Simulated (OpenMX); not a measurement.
## GaN under changes of volume

One of the cells (11.310 Å³/atom); the others are scaled copies at fixed shape and fractional positions:

```
Ga N
1.0
     3.18000    0.00000    0.00000
    -1.59000    2.75396    0.00000
     0.00000    0.00000    5.16600
Ga N
2 2
Direct
  0.66667 0.33333 0.50000
  0.33333 0.66667 0.00000
  0.66667 0.33333 0.87500
  0.33333 0.66667 0.37500
```

| Property | Result |
| --- | --- |
| Program | OpenMX 3.8.5 |
| Functional | PBE |
| Potentials or basis | OpenMX 2013 PBE set, Ga7.0-s2p2d1, N6.0-s2p2, fixed grid of 36 × 36 × 70 points |
| k mesh | 11 × 11 × 5 |
| Occupations | fermi-dirac, width 0.05 eV |
| Spin | no spin polarisation |

| volume (Å³/atom) | energy over the lowest point (meV/atom) | gap on the mesh (eV) | largest force (eV/Å) |
| --- | --- | --- | --- |
| 10.632 | 85.94 | 2.87 | 0.131 |
| 10.858 | 55.54 | 2.70 | 0.124 |
| 11.084 | 32.38 | 2.54 | 0.116 |
| 11.310 | 15.90 | 2.39 | 0.108 |
| 11.537 | ? | ? | ? |
| 11.763 | 0.37 | 2.08 | 0.096 |
| 11.989 | 0.00 | 1.93 | 0.091 |

Problem. What does the run at 11.537 Å³/atom give?

Solution. Energy over the lowest point 5.53 meV/atom; gap on the mesh 2.23 eV; largest force 0.101 eV/Å.

Worked out: A Birch-Murnaghan fit of order 3 (a polynomial in V^(-2/3)) to the other rows has its minimum at 11.89 Å³/atom with B0 = V·E''(V) = 169 GPa and B' = 4.6 at fixed shape and positions, which overstates the stiffness. It gives 5.42 meV/atom at 11.537 Å³/atom, against the run's 5.53. A straight line through the other rows of the gap, of slope -7.79 eV per unit of ln V (its deformation potential), gives 2.23 eV, against the run's 2.23.

Energies are extrapolated to zero smearing.

Caveats: the basis has few d functions beyond the semicore shells, which can make volumes several per cent too large; the basis of atomic orbitals isn't converged, which shifts pressures, moduli and gaps.

Spin-orbit coupling on Ga is left out.
